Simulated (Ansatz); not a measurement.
ZnSe: strain energy, fitted

ZnSe, F-43m, a = 5.633 Å. Ansatz: PBEsol, PAW, 420 eV, Γ-centred 8×8×6 mesh on 4 atoms, Gaussian smearing 0.02 eV; no spin polarisation. Series: equal strain along all axes, cell held, atoms fixed by symmetry; x is the strain in per cent. y is the free energy over the unstrained cell, V0 = 22.345 Å³/atom.

| x (%) | y (meV/atom) |
| --- | --- |
| -6.0 | 183.77 |
| -4.0 | 75.81 |
| -2.0 | 17.64 |
| 0.0 | 0.00 |
| 2.0 | 15.20 |
| 4.0 | ? |
| 6.0 | 119.64 |

Fit y = c2 x² + c3 x³ to the other rows, turn c2 into a modulus, and predict the missing energy.

Least squares on the rows shown. y = 4.2069 x² − 0.14780 x³. In eV per unit strain² c2 is 42.07; the stiffness is B for this strain (E = 9/2 B V0 ε², shape held): 2 × 42.07 × 160.2 / (9 × 22.345) = 67 GPa. At x = 4.0 the fit asked for gives 57.85 meV/atom. The run gave 56.85 meV/atom, so the fit is 1.00 meV/atom too high, within twice the rms miss on the fitted rows (0.53 meV/atom).